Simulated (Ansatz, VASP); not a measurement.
AlN in VASP and in Ansatz

The input INCAR:

```
PREC = Accurate ; ENCUT = 520
EDIFF = 1E-6 ; ISMEAR = -1
SIGMA = 0.02 ; LREAL = F
LASPH = T ; NELM = 60
ALGO = Normal ; ISIF = 2
LWAVE = F ; LCHARG = F
GGA = PE ; NBANDS = 16
```

Contents of KPOINTS:

```
Automatic mesh
0
Gamma
  12 12 6
```

File POSCAR:

```
AlN
1.0
    3.2452523040      0.0000000000      0.0000000000
   -1.6226261520      2.8104709369      0.0000000000
    0.0000000000      0.0000000000      5.2006367363
Al N
2 2
Direct
    0.3333333333      0.6666666667     -0.0028056834
    0.6666666667      0.3333333333      0.4971943166
    0.3333333333      0.6666666667      0.3778056834
    0.6666666667      0.3333333333      0.8778056834
```

Input for Ansatz:

```yaml
crystal:
  lattice:
    - [3.245252304, 0.0, 0.0]
    - [-1.622626152, 2.8104709369, 0.0]
    - [0.0, 0.0, 5.2006367363]
  atoms:
    - { symbol: Al, position: [0.3333333333, 0.6666666667, -0.0028056834] }
    - { symbol: Al, position: [0.6666666667, 0.3333333333, 0.4971943166] }
    - { symbol: "N", position: [0.3333333333, 0.6666666667, 0.3778056834] }
    - { symbol: "N", position: [0.6666666667, 0.3333333333, 0.8778056834] }
kpoints:
  mp_grid: { grid: [12, 12, 6] }
  band_path:
    path:
      - [0.0, 0.0, 0.0]
      - [0.5, 0.0, 0.0]
      - [0.3333333333, 0.3333333333, 0.0]
      - [0.0, 0.0, 0.5]
      - [0.5, 0.0, 0.5]
      - [0.3333333333, 0.3333333333, 0.5]
    npoints: 1
hamiltonian:
  xc: pbe
scf:
  occupations: { method: fermi_dirac, width: 0.02 }
  n_extra_bands: 5
output:
  forces: true
  stress: true
  eigenvalues: true
```

Change from the starting cell: hydrostatic strain +4.5%.

Alike in both runs: task single point; functional PBE; k mesh 12 × 12 × 6; occupations fermi-dirac, width 0.02 eV; no spin polarisation.

```csv
,VASP,Ansatz
version,VASP 6.6.1,Ansatz 0.2.0
potentials or method,"VASP PAW PBE potentials, release 64 (Al, N)","plane waves, PAW"
plane-wave cutoff (eV),520,420
valence electrons in the cell,16,16
```

```tsv
	VASP	Ansatz	Ansatz less VASP
gap on the k mesh at the Fermi level (eV)	3.15	3.14	-0.004
pressure (GPa)	-17.1	-16.9	+0.24
largest component of the traceless stress (GPa)	1.00	0.97	-0.027
rms of the force components (eV/Å)	0.005	0.006	+0.0004
```

Atom by atom the forces differ by 0.000 eV/Å (rms over components).

Caveats: so large a pressure means that the cell lies far from this level's equilibrium, or that cutoff or potentials fall short (VASP). A k mesh can miss the band edges.
